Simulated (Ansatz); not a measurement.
# Fe₃Ge (Pm-3m): couplings from the magnetic force theorem

```
Fe Ge
1.0
     3.66050    0.00000    0.00000
     0.00000    3.66050    0.00000
     0.00000    0.00000    3.66050
Fe Ge
3 1
Cartesian
  0.0000 1.8303 1.8303
  1.8303 1.8303 0.0000
  1.8303 0.0000 1.8303
  0.0000 0.0000 0.0000
```

The geometry is a structure from the Materials Project, held fixed and not relaxed.

Functional, mesh and filling: LDA, 8×8×8 k mesh, Fermi–Dirac smearing of 0.03 eV. PAW means Ansatz 0.2.0 on its default frozen-core files. Site moments are integrated in spheres about the atoms. Start moments (μB): Fe1 2.1, Fe2 2.1, Fe3 2.1.

Site moments (μB): Fe1 2.14, Fe2 2.14, Fe3 2.14, Ge4 -0.10. Cell moment 6.31 μB.

Couplings come from the force theorem (directions of the magnetic atoms constrained, all else relaxed) on a 8×8×8 mesh, with E = −Σ J e_i·e_j over ordered pairs of unit vectors, so positive J favours parallel moments.

```
                   pair  count  J PAW (meV)
       Fe1–Fe at 2.59 Å      8       +21.94
Fe1–Fe at 3.66 Å, set 1      2        +3.15
Fe1–Fe at 3.66 Å, set 2      4        -2.76
       Fe1–Fe at 4.48 Å     16        -0.30
Fe1–Fe at 5.18 Å, set 1      8        -3.20
Fe1–Fe at 5.18 Å, set 2      4        +1.32
       Fe1–Fe at 5.79 Å     16        +0.88
       Fe1–Fe at 6.34 Å      8        +0.56
```

Pairs at one distance with different couplings are listed as sets.

Problem. What ordering temperature follows for classical moments?

Solution. 1210 K in mean field, and 789 K by Tyablikov's decoupling, from all shells, not only those listed. Mean field overestimates it as a rule, and the couplings show only that this order is stable against small turns, not that no other order lies lower.

The couplings come from one mesh, and their convergence in k wasn't tested.

The PAW files were made with PBE; the program remakes their cores once for the run's functional and then keeps them frozen. The Ansatz runs typed with the search for lower states off end where their start leads. None of this fixes the real material's magnetic order: only patterns that fit the cell were computed, at zero temperature, with a functional that can overstate moments.
